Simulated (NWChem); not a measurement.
# One shape, several levels: doublet [C4H6]+

We compute a comparison of 6 runs (UHF/STO-3G, UHF/3-21G, UB3LYP/def2-SVP, UB3LYP/6-31G*, UM06-2X/def2-SVP, UPBE0/def2-SVP) of doublet [C4H6]+. 

The results are computed with NWChem 7.3.0.

2 further runs of the same task are left out: 2 set aside as unsound or not needed. Runs told in other sessions of the task aren't counted.

## 1. The molecule

[C4H6]+: 10 atoms, total charge +1, spin state doublet. SMILES of the parent species: `C=C1CC1`. The shape is that of a PBE0-D4/def2-TZVP optimisation. That shape belongs to the parent species and isn't relaxed for this state.

Bond lengths: C1–C2 1.314 Å, C2–C3 1.458 Å, C2–C4 1.458 Å, C3–C4 1.528 Å, C1–H5 1.085 Å, C1–H6 1.085 Å, C3–H7 1.085 Å, C3–H8 1.085 Å, C4–H9 1.085 Å, C4–H10 1.085 Å. Some angles: C1–C2–C3 148.4°, C1–C2–C4 148.4°, C3–C2–C4 63.2°, C2–C3–C4 58.4°, C2–C4–C3 58.4°, C2–C1–H5 121.2°, C2–C1–H6 121.2°, C2–C3–H7 118.7°, C2–C3–H8 118.7°, C4–C3–H7 117.7°.

## 2. The energy at UHF/STO-3G (run 1)

run.py reads:

```python
from ase import Atoms
from ase.calculators.nwchem import NWChem

molecule = Atoms('CCCCHHHHHH', positions=[
    [-1.246550, 0.749310, -0.827290],
    [-0.267200, 0.160900, -0.177320],
    [0.559730, -1.024530, 0.014480],
    [0.756050, 0.233700, 0.858730],
    [-1.784520, 0.237140, -1.617880],
    [-1.546990, 1.765000, -0.593050],
    [0.122140, -1.892780, 0.496620],
    [1.316520, -1.257730, -0.727620],
    [1.642590, 0.831980, 0.674530],
    [0.448240, 0.197000, 1.898790],
])

calc = NWChem(
    label='c4h6',
    theory='scf',
    memory='2200 mb',
    basis='STO-3G',
    basispar='spherical bse',
    charge=1,
    scf={'nopen': '1', 'uhf': None, 'thresh': '1e-08', 'maxiter': '80'},
    task='energy',
)
molecule.calc = calc

print(f"energy = {molecule.get_potential_energy():.6f} eV")
```

Launch:

```sh
$ export ASE_NWCHEM_COMMAND="nwchem PREFIX.nwi > PREFIX.nwo"
$ python run.py
```

What it wrote:

```text
energy = -4156.451234 eV
```

The calculator wrote c4h6.nwi:

```
title "c4h6"

permanent_dir c4h6

scratch_dir c4h6

start c4h6

geometry units angstrom nocenter noautosym noautoz
  C  -1.2465500000000000e+00 7.4931000000000003e-01 -8.2728999999999997e-01
  C  -2.6719999999999999e-01 1.6089999999999999e-01 -1.7732000000000001e-01
  C  5.5972999999999995e-01 -1.0245299999999999e+00 1.4480000000000000e-02
  C  7.5605000000000000e-01 2.3369999999999999e-01 8.5872999999999999e-01
  H  -1.7845200000000001e+00 2.3713999999999999e-01 -1.6178800000000000e+00
  H  -1.5469900000000001e+00 1.7649999999999999e+00 -5.9304999999999997e-01
  H  1.2214000000000000e-01 -1.8927799999999999e+00 4.9662000000000001e-01
  H  1.3165199999999999e+00 -1.2577300000000000e+00 -7.2762000000000004e-01
  H  1.6425900000000000e+00 8.3198000000000005e-01 6.7452999999999996e-01
  H  4.4824000000000003e-01 1.9700000000000001e-01 1.8987900000000000e+00
end

charge 1

memory 2200 mb

basis spherical bse noprint
   * library STO-3G
end

scf
  nopen 1
  uhf
  thresh 1e-08
  maxiter 80
end

task scf energy
```

c4h6.nwo:

```text
Northwest Computational Chemistry Package (NWChem) 7.3.0
             --------------------------------------------------------

           Job information
           ---------------

    nwchem branch   = 7.3.0
    use scalapack   = T
    input           = c4h6.nwi
    prefix          = c4h6.
    data base       = c4h6/c4h6.db
    status          = startup
    nproc           =        1

           Memory information
           ------------------

    heap     =     72089598 doubles =      550.0 Mbytes
    stack    =     72089595 doubles =      550.0 Mbytes
    global   =    144179200 doubles =     1100.0 Mbytes (distinct from heap & stack)
    total    =    288358393 doubles =     2200.0 Mbytes
    verify   = yes
    hardfail = no

[... 36 lines left out ...]
            Nuclear Dipole moment (a.u.)
[... 93 lines left out ...]
 1-e energy   =    -410.057932
[... 7 lines left out ...]
         Quadratically convergent UHF
[... 14 lines left out ...]
       Final UHF  results
[... 3 lines left out ...]
      One electron energy =   -414.806389654279
[... 1 line left out ...]
 Nuclear repulsion energy =    109.841335982354
[... 37 lines left out ...]
          Final beta eigenvalues
[... 197 lines left out ...]
                     UHF Final Beta Molecular Orbital Analysis
[... 212 lines left out ...]
   Mulliken analysis of the spin density
   -------------------------------------

    Atom       Charge   Shell Charges
 -----------   ------   -------------------------------------------------------
    1 C    6     0.73   0.00  0.07  0.66
    2 C    6     0.40  -0.00  0.03  0.37
    3 C    6    -0.04  -0.00 -0.01 -0.03
[... 6 lines of this table left out ...]
   10 H    1     0.01   0.01

       Multipole analysis of the density wrt the origin
       ------------------------------------------------

     L   x y z        total         alpha         beta         nuclear
     -   - - -        -----         -----         ----         -------
     0   0 0 0      1.000000    -15.000000    -14.000000     30.000000

     1   1 0 0     -0.693566      1.380991     -0.204031     -1.870526
[... 8 lines of this table left out ...]
     2   0 0 2    -13.537219    -37.510292    -35.044367     59.017439

 Task  times  cpu:        1.4s     wall:        1.4s
 Total times  cpu:        1.4s     wall:        1.4s
```

Run time: 2.5 s. Hardware: 1 thread of Intel Xeon 6975P-C (Granite Rapids), shared host; peak memory 0.094 GiB.

## 3. A single-point energy at UHF/3-21G (run 2)

sp.xyz reads:

```xyz
10
C4H6
C     -1.246550     0.749310    -0.827290
C     -0.267200     0.160900    -0.177320
C      0.559730    -1.024530     0.014480
C      0.756050     0.233700     0.858730
H     -1.784520     0.237140    -1.617880
H     -1.546990     1.765000    -0.593050
H      0.122140    -1.892780     0.496620
H      1.316520    -1.257730    -0.727620
H      1.642590     0.831980     0.674530
H      0.448240     0.197000     1.898790
```

sp.nw reads:

```
start sp
title "C4H6"
memory stack 880 mb heap 220 mb global 1100 mb
charge 1
geometry units angstrom noautosym nocenter noautoz
  load sp.xyz
end
basis spherical bse
  * library 3-21G
end
scf
  doublet
  uhf
  thresh 1e-08
  maxiter 80
end
task scf energy
```

Launch:

```sh
$ nwchem sp.nw > sp.out
```

What it wrote:

```text
[...]
  functions       =    48
[...]
  wavefunction    = UHF
[...]
         Total SCF energy =   -153.705707447069
      One electron energy =   -415.731745067527
      Two electron energy =    152.184701638105
 Nuclear repulsion energy =    109.841335982354
                       Sz =      0.5000
                 Sz(Sz+1) =      0.7500
                      S^2 =      0.7545
[...]
```

Wall time 2.3 s (1 thread of Intel Xeon 6975P-C (Granite Rapids), shared host); peak memory 0.097 GiB.

Runs 3 to 5 aren't shown in full; the table further down has their settings and results.

## 4. A single-point energy at UPBE0/def2-SVP (run 6)

nw.xyz reads:

```xyz
10
C4H6
C     -1.246550     0.749310    -0.827290
C     -0.267200     0.160900    -0.177320
C      0.559730    -1.024530     0.014480
C      0.756050     0.233700     0.858730
H     -1.784520     0.237140    -1.617880
H     -1.546990     1.765000    -0.593050
H      0.122140    -1.892780     0.496620
H      1.316520    -1.257730    -0.727620
H      1.642590     0.831980     0.674530
H      0.448240     0.197000     1.898790
```

nw.nw reads:

```
start nw
title "C4H6"
memory 2200 mb
charge 1

geometry units angstrom noautosym nocenter noautoz
  load nw.xyz
end

basis spherical bse
  * library def2-SVP
end

dft
  xc pbe0
  mult 2
  grid xfine
  convergence energy 1e-08
  iterations 100
  mulliken
  print medium
end

task dft
```

Launch:

```sh
$ nwchem nw.nw > nw.out
```

What it wrote:

```text
[...]
          Wavefunction type:  spin polarized.
          No. of atoms     :    10
          No. of electrons :    29
[...]
          Charge           :     1
          Spin multiplicity:     2
[...]
          AO basis - number of functions:    86
[...]
              XC Information
              --------------
                         PBE0 Method XC Functional
                     Hartree-Fock (Exact) Exchange  0.250
          PerdewBurkeErnzerhof Exchange Functional  0.750
            Perdew 1991 LDA Correlation Functional  1.000 local
           PerdewBurkeErnz. Correlation Functional  1.000 non-local
[...]
 d= 0,ls=0.0,diis     1   -155.2268446659 -2.65D+02  6.29D-03  1.67D-01     5.6
[...]
 d= 0,ls=0.0,diis    11   -155.3028868341 -1.30D-09  9.97D-08  1.07D-10    57.3
[...]
         Total DFT energy =     -155.302886834129
      One electron energy =     -417.487491808196
           Coulomb energy =      175.755292847271
    Exchange-Corr. energy =      -23.412023855558
 Nuclear repulsion energy =      109.841335982354
[...]
      Total Density - Mulliken Population Analysis
     ---------------------------------------------
    Atom       Charge   Shell Charges
 -----------   ------   -------------------------------------------------------
    1 C    6     5.83   1.99  0.96  0.26  2.00  0.60  0.03
    2 C    6     6.02   1.99  0.96  0.32  2.02  0.68  0.06
    3 C    6     6.07   1.99  0.91  0.22  2.13  0.79  0.04
    4 C    6     6.07   1.99  0.91  0.22  2.13  0.79  0.04
    5 H    1     0.84   0.72  0.10  0.03
    6 H    1     0.84   0.72  0.10  0.03
    7 H    1     0.83   0.71  0.10  0.03
    8 H    1     0.83   0.71  0.10  0.03
    9 H    1     0.83   0.71  0.10  0.03
   10 H    1     0.83   0.71  0.10  0.03
[...]
      <S2> =      0.7522 (Exact =     0.7500)
[...]
```

Run time: 58 s. Hardware: 1 thread of Intel Xeon 6975P-C (Granite Rapids), shared host; peak memory 0.14 GiB.

## 5. Overview of the runs

```csv
run,level,iteration cap,module,energy (Eh),HOMO energy (eV),LUMO energy (eV),⟨S²⟩,wall time
1,UHF/STO-3G,80,scf,-152.746767,-17.90,-5.83,0.755,2.5 s
2,UHF/3-21G,80,scf,-153.705707,-18.32,-7.16,0.754,2.3 s
3,UB3LYP/def2-SVP,100,dft,-155.494333,–,–,0.752,1.7 min
4,UB3LYP/6-31G* (Cartesian functions),100,dft,-155.612643,-14.67,-12.12,0.752,84 s
5,UM06-2X/def2-SVP,100,dft,-155.408436,-16.32,-10.77,0.753,89 s
6,UPBE0/def2-SVP,100,dft,-155.302887,-15.13,-11.94,0.752,58 s
```

## 6. Results

| quantity | value |
| --- | --- |
| run 6: total energy | -155.30289 Eh |
| run 6: HOMO energy (highest over α and β) | -15.13 eV |
| run 6: LUMO energy (lowest over α and β) | -11.94 eV |
| run 6: ⟨S²⟩ | 0.752 |

Totals of different functionals can't be ranked against each other. In run 1 the basis is minimal, so the values are rough. All runs together took 5.6 min, the longest 1.7 min.
